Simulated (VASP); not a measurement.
Write the native input for VASP 6.6.1 that does the following.

```
Task                   : relaxation of cell and atoms
Functional             : r2SCAN
Potentials or basis    : VASP PAW PBE potentials, release 64 (Ba_sv, Ti_sv, O)
Cutoff                 : 600 eV
k mesh                 : 9 × 9 × 7
Occupations            : gaussian, width 0.03 eV
Spin                   : no spin polarisation
Further INCAR settings : ALGO = Normal; EDIFF = 1e-06; IBRION = 2; EDIFFG = -0.01; NSW = 90; ISIF = 3
```

The structure of BaTiO3 lies in POSCAR:

```
BaTiO3
1.0
    2.8273666084      1.6323808724      2.3183934932
   -2.8273666084      1.6323808724      2.3183934932
    0.0000000000     -3.2647617449      2.3183934932
Ba Ti O
1 1 3
Direct
    0.0000000000      0.0000000000      0.0000000000
    0.4845000000      0.4845000000      0.4845000000
    0.5086000000      0.5086000000      0.0175000000
    0.0175000000      0.5086000000      0.5086000000
    0.5086000000      0.0175000000      0.5086000000
```

These files were run (other wordings do the same):

INCAR

```
SYSTEM = BaTiO3
ALGO     = Normal         ! electronic algorithm
EDIFF    = 1E-6           ! SCF threshold, eV
EDIFFG   = -0.01          ! ionic threshold
ENCUT    = 600            ! plane-wave cutoff, eV
IBRION   = 2              ! ionic algorithm
ISIF     = 3              ! what is computed and relaxed
ISMEAR   = 0              ! smearing method
KPAR     = 2            
LASPH    = .TRUE.         ! aspherical terms in the spheres
LCHARG   = .FALSE.        ! write CHGCAR
LMIXTAU  = .TRUE.       
LREAL    = .FALSE.        ! projectors in reciprocal space
LWAVE    = .FALSE.        ! write WAVECAR
METAGGA  = R2SCAN         ! meta-GGA
NELM     = 80             ! most SCF steps
NSW      = 90             ! ionic steps
PREC     = Accurate       ! precision mode
SIGMA    = 0.03           ! smearing width, eV
```

KPOINTS

```
k-points
0
G
  9 9 7
  0 0 0
```

Potentials or basis: VASP PAW PBE potentials, release 64 (Ba_sv, Ti_sv, O).

Run with:

```console
$ cat potpaw_PBE.64/Ba_sv/POTCAR potpaw_PBE.64/Ti_sv/POTCAR potpaw_PBE.64/O/POTCAR > POTCAR
$ mpirun -np 2 vasp_std > vasp.out
```

It gave:

The relaxed volume is 13.14 Å³/atom and the relaxed cell is a = 4.035 Å, b = 4.035 Å, c = 4.035 Å, α = 89.84°, β = 89.84°, γ = 89.84°. The space group after relaxing (to 0.05 Å) is R3m (No. 160). The energy gained by relaxing is 3.4 meV/atom, the ionic steps are 13 and the pressure after relaxing is 0.0 GPa. The largest force after relaxing is 0.005 eV/Å and the band gap on the k mesh is 2.81 eV, indirect (least direct gap 3.21 eV).

Caveat: the PAW data sets were made with another functional, which shifts forces and pressure a little; spin-orbit coupling is left out, which moves the levels of the heavy elements; an odd mesh through Γ misses points on the zone boundary, where band edges often lie.

It took 15 min on 2 MPI ranks on Intel(R) Xeon(R) 6975P-C (Granite Rapids), on a shared host, peak memory 0.44 GiB a rank.
